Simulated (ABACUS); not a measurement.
BN:

```
N B
1.0
     2.55394    0.00000    0.00000
    -1.27697    2.21178    0.00000
     0.00000    0.00000    4.22685
N B
2 2
Direct
  0.33333 0.66667 0.12528
  0.66667 0.33333 0.62528
  0.33333 0.66667 0.49972
  0.66667 0.33333 0.99972
```

Measurements of this composition are mostly on another form, of space group No. 194.

Base run:

```yaml
Program: ABACUS 3.10.1
Functional: PBE
Potentials_or_basis: PseudoDojo NC SR 0.4.1 PBE standard
Cutoff: 1143 eV
Density_cutoff: 4572 eV
Basis: plane waves
k_mesh: 12 × 12 × 6
Occupations: fermi-dirac, width 0.05 eV
Spin: no spin polarisation
```

Its results: band gap on the k mesh 5.27 eV, indirect (least direct gap 8.29 eV); pressure -0.4 GPa; largest force 0.015 eV/Å.

The run is repeated on the same cell with these changes: potentials or basis from PseudoDojo NC SR 0.4.1 PBE standard to PseudoDojo NC SR 0.5 PBE standard; k mesh from 12 × 12 × 6 to 10 × 10 × 5. What comes out?

Band gap on the k mesh 5.46 eV, indirect (least direct gap 8.28 eV); pressure -0.4 GPa; largest force 0.015 eV/Å.

Caveats: there are fewer bands than atomic start orbitals, so a level may be missed at k points of high symmetry (some runs); an odd mesh through Γ misses points on the zone boundary, where band edges often lie (some runs).

Not every run made on this cell is shown here.
